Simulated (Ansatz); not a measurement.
Crystal: SnO2.

```
CELL_PARAMETERS angstrom
0.00000 2.57415 2.57415
2.57415 0.00000 2.57415
2.57415 2.57415 0.00000
ATOMIC_POSITIONS crystal
Sn 0.00000 0.00000 0.00000
O 0.75000 0.75000 0.75000
O 0.25000 0.25000 0.25000
```

Measurements of this composition are mostly on another form, of space group No. 136.

Base run:

| Quantity | Value |
| --- | --- |
| Program | Ansatz 0.2.0 |
| Functional | PBE |
| Potentials or basis | Ansatz PAW |
| Cutoff | 420 eV (not typed: the program's choice for these potentials) |
| k mesh | 9 × 9 × 9 |
| Occupations | fermi-dirac, width 0.05 eV |
| Spin | no spin polarisation |

Its results: band gap on the k mesh none (metal or under the smearing width); pressure -0.5 GPa.

Q: The run is repeated on the same cell with these changes: functional from PBE to BLYP. What comes out?

A: Band gap on the k mesh none (metal or under the smearing width); pressure 5.9 GPa.

BLYP binds less tightly than PBE, so the same cell stands under more pressure.

Caveats: spin-orbit coupling is left out, which moves the levels of the heavy elements; the PAW data sets come from PBE, with cores solved anew for the run's functional, which leaves a small shift of forces and pressure (some runs).
